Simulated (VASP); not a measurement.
The system is Al2O3.

```
Al O
1.0
     3.01748    0.00000    0.00000
    -1.50874    2.61322    0.00000
     0.00000    0.00000    7.57464
Al O
2 3
Direct
  0.00000 0.00000 0.72205
  0.00000 0.00000 0.27795
  0.00000 0.00000 0.50000
  0.66667 0.33333 0.80055
  0.33333 0.66667 0.19945
```

Measurements of this composition are mostly on another form, of space group No. 167.

Base run:

```yaml
Program: VASP 6.6.1
Functional: PW91
Potentials_or_basis: VASP PAW PBE potentials, release 64 (Al, O)
Cutoff: 520 eV
k_mesh: 7 × 7 × 3
Occupations: fermi-dirac, width 0.05 eV
Spin: no spin polarisation
```

Its results: band gap on the k mesh 2.32 eV, direct.

Question: The run is repeated on the same cell with these changes: functional from PW91 to PBEsol. What comes out?

Answer: Band gap on the k mesh 2.19 eV, direct.
